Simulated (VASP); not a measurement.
# MoSe2 (P6_3/mmc) in VASP: further runs

The runs below take MoSe2 through relaxation of cell and atoms, with rev-vdW-DF2, PBE+D3(BJ).

Everything below comes from runs of VASP 6.6.1. Logs are shortened: lines on timing, memory, paths and dates and some standing lists are left out, and cuts for length are marked.

**1. The crystal as given**

It takes space group P6_3/mmc (No. 194, hexagonal). Conventional cell: a = 3.304 Å, b = 3.304 Å, c = 13.032 Å, α = 90.00°, β = 90.00°, γ = 120.00°. Mo (site symmetry -6m2) is surrounded by 6 Se at 2.54 Å. Se (site symmetry 3m) is surrounded by 3 Mo at 2.54 Å.

**2. Relaxation of cell and atoms, rev-vdW-DF2**

Contents of INCAR:

```
PREC = Accurate ; ENCUT = 600
EDIFF = 1E-7 ; ISMEAR = 0
SIGMA = 0.03 ; LREAL = False
LASPH = True ; NELM = 80
ALGO = Normal ; ISIF = 3
LWAVE = False ; LCHARG = False
GGA = MK ; LUSE_VDW = True
AGGAC = 0.0 ; PARAM1 = 0.1234
PARAM2 = 0.711357 ; ZAB_VDW = -1.8867
IBRION = 2 ; NSW = 90
EDIFFG = -0.005 ; KPAR = 2
```

Contents of KPOINTS:

```
regular mesh
0
Gamma
  9 9 2
```

Contents of POSCAR:

```
MoSe2                                   
1.0
    3.3035873483     -0.0000000000     -0.0000000000
   -1.6517936742      2.8609905672     -0.0000000000
   -0.0000000000      0.0000000000     13.0315848813
  Mo              Se            
     2     4
Direct
     0.3333333332999970    0.6666666667000030    0.2500000000000000
     0.6666666667000030    0.3333333332999970    0.7500000000000000
     0.3333333332999970    0.6666666667000030    0.6213321045051804
     0.6666666667000030    0.3333333332999970    0.1213321045051804
     0.3333333332999970    0.6666666667000030    0.8786678954948196
     0.6666666667000030    0.3333333332999970    0.3786678954948197
```

Potentials or basis: VASP PAW PBE potentials, release 64 (Mo_sv, Se).

Command:

```bash
cat potpaw_PBE.64/Mo_sv/POTCAR potpaw_PBE.64/Se/POTCAR > POTCAR
mpirun -np 2 vasp_std > vasp.out
```

OUTCAR:

```text
PREC = Accurate
   ENCUT = 600
   EDIFF = 1E-7
   ISMEAR = 0
   LREAL = False
   LASPH = True
   NELM = 80
   ISIF = 3
   GGA = MK
   IBRION = 2
   NSW = 90
   EDIFFG = -0.005

 ion  position               nearest neighbor table
   1  0.333  0.667  0.250-   4 2.54   6 2.54   4 2.54   6 2.54   4 2.54   6 2.54
   2  0.667  0.333  0.750-   3 2.54   5 2.54   3 2.54   5 2.54   3 2.54   5 2.54
   3  0.333  0.667  0.621-   2 2.54   2 2.54   2 2.54
   4  0.667  0.333  0.121-   1 2.54   1 2.54   1 2.54
   5  0.333  0.667  0.879-   2 2.54   2 2.54   2 2.54
   6  0.667  0.333  0.379-   1 2.54   1 2.54   1 2.54

  LATTYP: Found a hexagonal cell.
 ALAT       =     3.3035873483
 C/A-ratio  =     3.9446769549

  Lattice vectors:

 A1 = (   3.3035873483,   0.0000000000,   0.0000000000)
 A2 = (  -1.6517936742,   2.8609905672,   0.0000000000)
 A3 = (   0.0000000000,   0.0000000000,  13.0315848813)

Analysis of symmetry for initial positions (statically):
=====================================================================
 Subroutine PRICEL returns:
 Original cell was already a primitive cell.

 Routine SETGRP: Setting up the symmetry group for a
 hexagonal supercell.

 Subroutine GETGRP returns: Found 24 space group operations
 (whereof 12 operations were pure point group operations)
 out of a pool of 24 trial point group operations.

The static configuration has the point symmetry D_3d.
 The point group associated with its full space group is D_6h.

Analysis of symmetry for dynamics (positions and initial velocities):
=====================================================================
 Subroutine PRICEL returns:
 Original cell was already a primitive cell.

 Routine SETGRP: Setting up the symmetry group for a
 hexagonal supercell.

 Subroutine GETGRP returns: Found 24 space group operations
 (whereof 12 operations were pure point group operations)
 out of a pool of 24 trial point group operations.

The dynamic configuration has the point symmetry D_3d.
 The point group associated with its full space group is D_6h.

 Subroutine INISYM returns: Found 24 space group operations
 (whereof 12 operations are pure point group operations),
 and found     1 'primitive' translations

----------------------------------------------------------------------------------------

                                     Primitive cell

  volume of cell :     123.1684

  direct lattice vectors                    reciprocal lattice vectors
     3.303587348  0.000000000  0.000000000     0.302701244  0.174764645  0.000000000
    -1.651793674  2.860990567  0.000000000     0.000000000  0.349529289  0.000000000
     0.000000000  0.000000000 13.031584881     0.000000000  0.000000000  0.076736637

  length of vectors
     3.303587348  3.303587348 13.031584881     0.349529289  0.349529289  0.076736637

  position of ions in fractional coordinates (direct lattice)
     0.333333333  0.666666667  0.250000000
     0.666666667  0.333333333  0.750000000
     0.333333333  0.666666667  0.621332105
     0.666666667  0.333333333  0.121332105
     0.333333333  0.666666667  0.878667895
     0.666666667  0.333333333  0.378667895

  ion indices of the primitive-cell ions
   primitive index   ion index
                 1           1
                 2           2
                 3           3
                 4           4
                 5           5
                 6           6

----------------------------------------------------------------------------------------

 KPOINTS: regular mesh

Automatic generation of k-mesh.
 Grid dimensions read from file:
 generate k-points for:    9    9    2

 Generating k-lattice:

  Cartesian coordinates                     Fractional coordinates (reciprocal lattice)
     0.033633472  0.019418294  0.000000000     0.111111111  0.000000000  0.000000000
     0.000000000  0.038836588  0.000000000     0.000000000  0.111111111  0.000000000
     0.000000000  0.000000000  0.038368319     0.000000000  0.000000000  0.500000000

  Length of vectors
     0.038836588  0.038836588  0.038368319

  Shift w.r.t. Gamma in fractional coordinates (k-lattice)
     0.000000000  0.000000000  0.000000000

 Subroutine IBZKPT returns following result:
 ===========================================

 Found     24 irreducible k-points:

 Following reciprocal coordinates:
[... 33 lines left out ...]
 SYSTEM =  unknown system
   PREC   = accura    normal or accurate (medium, high low for compatibility)
   ISTART =      0    job   : 0-new  1-cont  2-samecut
   ICHARG =      2    charge: 1-file 2-atom 10-const
   ISPIN  =      1    spin polarized calculation?
   LNONCOLLINEAR =      F non collinear calculations
   LSORBIT =      F    spin-orbit coupling
   LASPH  =      T    aspherical Exc in radial PAW
   ENCUT  =  600.0 eV  44.10 Ry    6.64 a.u.   6.60  6.60 26.03*2*pi/ulx,y,z
   NELM   =     80;   NELMIN=  2; NELMDL= -5     # of ELM steps
   EDIFF  = 0.1E-06   stopping-criterion for ELM
   LREAL  =      F    real-space projection
   EDIFFG = -.5E-02   stopping-criterion for IOM
   NSW    =     90    number of steps for IOM
   IBRION =      2    ionic relax: 0-MD 1-quasi-New 2-CG
   NFREE  =      1    steps in history (QN), initial steepest desc. (CG)
   ISIF   =      3    stress and relaxation
   ISYM   =      2    0-nonsym 1-usesym 2-fastsym
   POTIM  = 0.5000    time-step for ionic-motion
   TEBEG  =    0.0;   TEEND  =   0.0 temperature during run
   PSTRESS=    0.0 pullay stress
   NELECT =      52.0000    total number of electrons
   NUPDOWN=      -1.0000    fix difference up-down
   EMIN   =  10.00;   EMAX   =-10.00  energy-range for DOS
   EFERMI =   0.00;   METHOD = LEGACY
   ISMEAR =     0;   SIGMA  =   0.03  broadening in eV -4-tet -1-fermi 0-gaus
   EFERMI_NEDOS =   21; number of points for ismear=-14 and -15
   IALGO  =     38    algorithm
   IMIX   =      4    mixing-type and parameters
     AMIX     =   0.40;   BMIX     =  1.00
     AMIX_MAG =   1.60;   BMIX_MAG =  1.00
  volume/ion in A,a.u.               =      20.53       138.53
  Fermi-wavevector in a.u.,A,eV,Ry     =   1.228126  2.320821 20.521566  1.508293
  Thomas-Fermi vector in A             =   2.363063
   LORBIT       =      0    0 simple, 1 ext, 2 COOP (PROOUT), +10 PAW based schemes
   GGA     = MK    functional components
   LHFCALC =     F    Hartree Fock is set to
   AEXX    =    0.0000 exact exchange contribution
   IVDW_NL    =     1    kernel type
   BPARAM     = 6.3000
   IVDW    =     0    specifies the selected vdW correction
   LEPSILON=     F    determine dielectric tensor
   LRPA    =     F    only Hartree local field effects (RPA)
 conjugate gradient relaxation of ions
 non-spin polarized calculation
 Gauss-broadening in eV      SIGMA  =   0.03
  energy-cutoff  :      600.00
  volume of cell :      123.17
 maximum number of plane-waves:      4192
 NGX is ok and might be reduce to    28
   NGX = 13   NGY = 13   NGZ = 53

--------------------------------------- Ionic step        1  -------------------------------------------

 number of electron      52.0000000 magnetization

 Free energy of the ion-electron system (eV)
  ---------------------------------------------------
  ext. energy  EPLUGINS =         0.00000000
  ---------------------------------------------------
  free energy    TOTEN  =       -29.34369169 eV

  energy without entropy =      -29.34369169  energy(sigma->0) =      -29.34369169

------------------------ aborting loop because EDIFF is reached ----------------------------------------

  FORCE on cell =-STRESS in cart. coord.  units (eV):
  Direction    XX          YY          ZZ          XY          YZ          ZX
  --------------------------------------------------------------------------------------
  -------------------------------------------------------------------------------------
  Total       -0.0135114     -0.0135114      0.0294295      0.0000000     -0.0000000      0.0000000
  in kB       -0.1757564     -0.1757564      0.3828190      0.0000000     -0.0000000      0.0000000
  external PRESSURE =       0.0104354 kB  Pullay stress =       0.0000000 kB

 VOLUME and BASIS-vectors are now :
 -----------------------------------------------------------------------------
  energy-cutoff  :      600.00
  volume of cell :      123.17
      direct lattice vectors                 reciprocal lattice vectors
     3.303587348  0.000000000  0.000000000     0.302701244  0.174764645  0.000000000
    -1.651793674  2.860990567  0.000000000     0.000000000  0.349529289  0.000000000
     0.000000000  0.000000000 13.031584881     0.000000000  0.000000000  0.076736637

 POSITION                                       TOTAL-FORCE (eV/Angst)
 -----------------------------------------------------------------------------------
     -0.00000      1.90733      3.25790         0.000000     -0.000000      0.000000
      1.65179      0.95366      9.77369        -0.000000      0.000000      0.000000
     -0.00000      1.90733      8.09694         0.000000     -0.000000     -0.005592
      1.65179      0.95366      1.58115         0.000000     -0.000000     -0.005592
     -0.00000      1.90733     11.45044         0.000000     -0.000000      0.005592
      1.65179      0.95366      4.93464        -0.000000     -0.000000      0.005592
 -----------------------------------------------------------------------------------
    total drift:                               -0.000000      0.000000     -0.000000

  FREE ENERGIE OF THE ION-ELECTRON SYSTEM (eV)
  ---------------------------------------------------
  free  energy   TOTEN  =       -29.3436916935 eV

  energy  without entropy=      -29.3436916935  energy(sigma->0) =      -29.34369169

Total vdW correction in eV:      6.7249802

--------------------------------------- Ionic step        2  -------------------------------------------

 number of electron      52.0000000 magnetization

 Free energy of the ion-electron system (eV)
  ---------------------------------------------------
  ext. energy  EPLUGINS =         0.00000000
  ---------------------------------------------------
  free energy    TOTEN  =       -29.34369570 eV

  energy without entropy =      -29.34369570  energy(sigma->0) =      -29.34369570

 E-fermi :   6.3726     XC(G=0): -10.6784

 val. band max:        6.1081266130   @ k =   0.0000   0.0000   0.0000
 cond. band min:       7.0208087433   @ k =   0.2222   0.1111   0.0000
 fundamental gap:      0.9126821303
 Fermi energy:         6.3725789478

 k-point     1 :       0.0000    0.0000    0.0000
  band No.  band energies     occupation
      1     -55.0230      2.00000
      2     -55.0230      2.00000
      3     -29.1990      2.00000
      4     -29.1990      2.00000
      5     -29.0190      2.00000
      6     -29.0190      2.00000
[... 805 lines left out ...]
     30       8.2174      0.00000
     31       8.7811      0.00000

------------------------ aborting loop because EDIFF is reached ----------------------------------------

  FORCE on cell =-STRESS in cart. coord.  units (eV):
  Direction    XX          YY          ZZ          XY          YZ          ZX
  --------------------------------------------------------------------------------------
  -------------------------------------------------------------------------------------
  Total       -0.0155256     -0.0155256     -0.0266023      0.0000000      0.0000000      0.0000000
  in kB       -0.2019538     -0.2019538     -0.3460371      0.0000000      0.0000000      0.0000000
  external PRESSURE =      -0.2499815 kB  Pullay stress =       0.0000000 kB

 VOLUME and BASIS-vectors are now :
 -----------------------------------------------------------------------------
  energy-cutoff  :      600.00
  volume of cell :      123.17
      direct lattice vectors                 reciprocal lattice vectors
     3.303228455  0.000000000  0.000000000     0.302734132  0.174783633 -0.000000000
    -1.651614227  2.860679756 -0.000000000    -0.000000000  0.349567266  0.000000000
     0.000000000 -0.000000000 13.034668492    -0.000000000  0.000000000  0.076718484

 POSITION                                       TOTAL-FORCE (eV/Angst)
 -----------------------------------------------------------------------------------
     -0.00000      1.90712      3.25867         0.000000     -0.000000     -0.000000
      1.65161      0.95356      9.77600        -0.000000      0.000000     -0.000000
     -0.00000      1.90712      8.09859         0.000000      0.000000      0.002875
      1.65161      0.95356      1.58125         0.000000      0.000000      0.002875
     -0.00000      1.90712     11.45341         0.000000      0.000000     -0.002875
      1.65161      0.95356      4.93608         0.000000      0.000000     -0.002875
 -----------------------------------------------------------------------------------
    total drift:                               -0.000000      0.000000     -0.000000

  FREE ENERGIE OF THE ION-ELECTRON SYSTEM (eV)
  ---------------------------------------------------
  free  energy   TOTEN  =       -29.3436957014 eV

  energy  without entropy=      -29.3436957014  energy(sigma->0) =      -29.34369570

Total vdW correction in eV:      6.7247977

 reached required accuracy - stopping structural energy minimisation
```

Run time: 3.5 min. Hardware: 2 MPI ranks of Intel Xeon 6975P-C (Granite Rapids), shared host; peak memory 0.75 GiB.

What came out:

| Quantity | Value |
| --- | --- |
| Free energy | -29.3437 eV |
| Energy gained by relaxing | 0.0 meV/atom |
| Ionic steps | 2 |
| Pressure after relaxing | 0.0 GPa |
| Band gap on the k mesh | 0.91 eV, indirect (least direct gap 1.42 eV) |

Forces on the atoms (eV/Å):
```
Mo   0.000  0.000  0.000
Mo   0.000  0.000  0.000
Se   0.000  0.000  0.003
Se   0.000  0.000  0.003
Se   0.000  0.000 -0.003
Se   0.000  0.000 -0.003
```

Final structure:
```yaml
crystal:
  lattice:
    - [3.30323, 0.00000, 0.00000]
    - [-1.65161, 2.86068, 0.00000]
    - [0.00000, 0.00000, 13.03467]
  atoms:
    - { symbol: Mo, position: [0.33333, 0.66667, 0.25000] }
    - { symbol: Mo, position: [0.66667, 0.33333, 0.75000] }
    - { symbol: Se, position: [0.33333, 0.66667, 0.62131] }
    - { symbol: Se, position: [0.66667, 0.33333, 0.12131] }
    - { symbol: Se, position: [0.33333, 0.66667, 0.87869] }
    - { symbol: Se, position: [0.66667, 0.33333, 0.37869] }
```

Caveat: the PAW data sets were made with another functional, which shifts forces and pressure a little; an odd mesh through Γ misses points on the zone boundary, where band edges often lie.

**3. Relaxation of cell and atoms, PBE+D3(BJ)**

This run uses another cell than the first one, of 20.13 Å³/atom, 0.981 times its volume.

Contents of INCAR:

```
SYSTEM = MoSe2
PREC = Accurate
ENCUT = 600
EDIFF = 1E-6
ISMEAR = 0
SIGMA = 0.03
LREAL = .False.
LASPH = .True.
NELM = 80
ALGO = Normal
ISIF = 3
LWAVE = .False.
LCHARG = .False.
GGA = PE
IVDW = 12
IBRION = 2
NSW = 90
EDIFFG = -0.01
KPAR = 2
```

Contents of KPOINTS:

```
Automatic mesh
0
Gamma
  9 9 2
  0 0 0
```

Contents of POSCAR:

```
MoSe2
1.0
    3.2880000000      0.0000000000      0.0000000000
   -1.6440000000      2.8474915276      0.0000000000
    0.0000000000      0.0000000000     12.9000000000
Mo Se
2 4
Direct
    0.3333333333      0.6666666667      0.2500000000
    0.6666666667      0.3333333333      0.7500000000
    0.3333333333      0.6666666667      0.6250000000
    0.6666666667      0.3333333333      0.1250000000
    0.3333333333      0.6666666667      0.8750000000
    0.6666666667      0.3333333333      0.3750000000
```

Potentials or basis: VASP PAW PBE potentials, release 64 (Mo_sv, Se).

Command:

```bash
cat potpaw_PBE.64/Mo_sv/POTCAR potpaw_PBE.64/Se/POTCAR > POTCAR
mpirun -np 2 vasp_std > vasp.out
```

Wall time 5.3 min (2 MPI ranks of Intel Xeon Platinum 8559C (Emerald Rapids), shared host); peak memory 0.34 GiB.

Results (log left out):

| Quantity | Value |
| --- | --- |
| Free energy | -42.6852 eV |
| Relaxed volume | 19.74 Å³/atom |
| Relaxed cell | a = 3.279 Å, b = 3.279 Å, c = 12.725 Å, α = 90.00°, β = 90.00°, γ = 120.00° |
| Space group after relaxing (to 0.05 Å) | P6_3/mmc (No. 194) |
| Energy gained by relaxing | 24.1 meV/atom |
| Ionic steps | 14 |
| Pressure after relaxing | 0.0 GPa |
| Band gap on the k mesh | 0.84 eV, indirect (least direct gap 1.46 eV) |
| Dispersion energy per atom | -0.479 eV |

Step by step:
```csv
step,energy change (eV),largest force (eV/Å),pressure (GPa),volume (Å³)
1,0.0000,1.1441,4.52,120.78
2,0.2308,1.2853,-9.26,130.92
3,-0.1073,0.1481,-1.23,124.27
4,-0.1075,0.1809,-1.04,124.14
5,-0.1225,0.1168,-0.28,122.48
6,-0.1232,0.0997,-0.06,122.02
7,-0.1275,0.0908,-0.06,121.61
8,-0.1379,0.0632,-0.04,120.35
9,-0.1435,0.0013,0.20,117.83
10,-0.1443,0.0241,0.12,118.56
11,-0.1444,0.0212,0.12,118.46
12,-0.1443,0.0191,0.13,118.39
13,-0.1425,0.1161,-0.76,118.94
14,-0.1444,0.0004,0.01,118.46
```

Final structure:
```xyz
6
Lattice="3.2787 0.0000 0.0000 -1.6393 2.8394 0.0000 0.0000 0.0000 12.7250" Properties=species:S:1:pos:R:3 pbc="T T T"
Mo    0.0000    1.8929    3.1813
Mo    1.6393    0.9465    9.5438
Se    0.0000    1.8929    7.8683
Se    1.6393    0.9465    1.5058
Se    0.0000    1.8929   11.2192
Se    1.6393    0.9465    4.8567
```

Levels at points of the mesh, in eV from the valence-band top:
```
           k point  band 22  band 23  band 24  band 25  band 26  band 27  band 28  band 29  band 30  band 31
(0.00, 0.00, 0.00)    -1.48    -1.48    -1.19    -0.67     0.00     2.46     2.46     2.54     2.54     2.60
(0.00, 0.00, 0.50)    -1.51    -1.51    -1.51    -0.16    -0.16     2.47     2.47     2.47     2.47     2.75
```

Caveat: an odd mesh through Γ misses points on the zone boundary, where band edges often lie.

**4. Relaxation of cell and atoms, PBE+D3(BJ)**

This run uses another cell than the first one, of 19.74 Å³/atom, 0.962 times its volume.

INCAR, as its differences from that of step 3:

```diff
@@ -3,3 +3,3 @@
 ENCUT = 600
-EDIFF = 1E-6
+EDIFF = 1E-7
 ISMEAR = 0
@@ -17,3 +17,3 @@
 NSW = 90
-EDIFFG = -0.01
+EDIFFG = -0.005
 KPAR = 2
```

KPOINTS is that of step 3.

Contents of POSCAR:

```
MoSe2                                   
1.0
    3.2786626318      0.0000000000      0.0000000000
   -1.6393313159      2.8394051295     -0.0000000000
   -0.0000000000     -0.0000000000     12.7250115803
  Mo              Se            
     2     4
Direct
     0.3333333332999970    0.6666666667000030    0.2500000000000000
     0.6666666667000030    0.3333333332999970    0.7500000000000000
     0.3333333332999970    0.6666666667000030    0.6183309793989827
     0.6666666667000030    0.3333333332999970    0.1183309793989828
     0.3333333332999970    0.6666666667000030    0.8816690206010173
     0.6666666667000030    0.3333333332999970    0.3816690206010173
```

Command:

```bash
cat potpaw_PBE.64/Mo_sv/POTCAR potpaw_PBE.64/Se/POTCAR > POTCAR
mpirun -np 2 vasp_std > vasp.out
```

Wall time 42 s (2 MPI ranks of Intel Xeon Platinum 8559C (Emerald Rapids), shared host); peak memory 0.31 GiB.

It converged, with:

* Free energy: -42.6844 eV
* Pressure after relaxing: 0.0 GPa
* Band gap on the k mesh: 0.84 eV, indirect (least direct gap 1.46 eV)
* Dispersion energy per atom: -0.479 eV

Final structure:
```
CELL_PARAMETERS angstrom
3.27866 0.00000 0.00000
-1.63933 2.83941 0.00000
0.00000 0.00000 12.72501
ATOMIC_POSITIONS crystal
Mo 0.33333 0.66667 0.25000
Mo 0.66667 0.33333 0.75000
Se 0.33333 0.66667 0.61833
Se 0.66667 0.33333 0.11833
Se 0.33333 0.66667 0.88167
Se 0.66667 0.33333 0.38167
```

Levels at points of the mesh, in eV from the valence-band top:
| k point | band 23 | band 24 | band 25 | band 26 | band 27 | band 28 | band 29 | band 30 |
| --- | --- | --- | --- | --- | --- | --- | --- | --- |
| (0.00, 0.00, 0.00) | -1.48 | -1.19 | -0.67 | 0.00 | 2.46 | 2.47 | 2.54 | 2.56 |
| (0.00, 0.00, 0.50) | -1.51 | -1.51 | -0.16 | -0.16 | 2.47 | 2.47 | 2.47 | 2.47 |

Caveat: the relaxation stopped at its first step, so nothing moved; an odd mesh through Γ misses points on the zone boundary, where band edges often lie.
